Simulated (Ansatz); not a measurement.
Method: DFT PBE, scalar-relativistic, plane waves, PAW (Ansatz). Settings: cutoff 420 eV, Γ-centred meshes spaced at most about 0.3 Å⁻¹, and about 0.25 Å⁻¹ or finer for metals (2π included), Gaussian smearing. No spin polarisation.

Each guess is relaxed in cell and atoms at zero pressure, on a coarse mesh first where it starts far from rest and then on a converged one. The steps can't lower the symmetry of the start, but it can rise. Energies are static (0 K, no zero-point motion).

Two unrelaxed guesses for Sn₂Se:

A.

Space group P6/mmm (No. 191). a = 3.965 Å, b = 3.965 Å, c = 6.128 Å, α = 90.00°, β = 90.00°, γ = 120.00°
| atom | site | symmetry | x | y | z |
| --- | --- | --- | --- | --- | --- |
| Sn | 2e | 6mm | 0.0000 | 0.0000 | 0.8227 |
| Se | 1b | 6/mmm | 0.0000 | 0.0000 | 0.5000 |

B.

Space group P6/mmm (No. 191). a = 4.441 Å, b = 4.441 Å, c = 4.800 Å, α = 90.00°, β = 90.00°, γ = 120.00°
```tsv
atom	site	symmetry	x	y	z
Sn	2d	-6m2	0.3333	0.6667	0.5000
Se	1a	6/mmm	0.0000	0.0000	0.0000
```

Question: Which guess leads to the lower structure, and by how much?

Answer: A ends lower, by 20 meV/atom. A: P6/mmm at 27.8 Å³/atom → P6/mmm at 27.0 Å³/atom; B: P6/mmm at 27.3 Å³/atom → P6/mmm at 27.3 Å³/atom. Counting Se atoms around Sn (those within 1.25 times the shortest such distance or 1.15 times the sum of covalent radii; the shortest distance is added where it is long for a bond), the end of A has Sn 1 and the end of B has Sn 6 from 3.5 Å. End of A. Conventional cell: a = 3.248 Å, c = 8.878 Å. Around Sn lie 1 Se at 2.82 Å and 7 Sn at 3.23–3.25 Å; around Se lie 2 Sn at 2.82 Å and 6 Se at 3.25 Å. End of B. Conventional cell: a = 5.005 Å, c = 3.774 Å. Sn is surrounded by 3 Sn at 2.89 Å, 6 Se at 3.45 Å and 2 Sn at 3.77 Å; Se is surrounded by 12 Sn at 3.45 Å and 2 Se at 3.77 Å.

Ends held by symmetry can be saddle points. Neither end is the lowest form computed: that has space group P4/nmm (No. 129) and lies 0.32 eV/atom below the better end. Even the lowest of the cells shown lies +0.11 eV/atom against the elements. For metals, differences of a few meV/atom aren't resolved. Some types were kept out of the candidates beforehand, so the set may lack a known form.
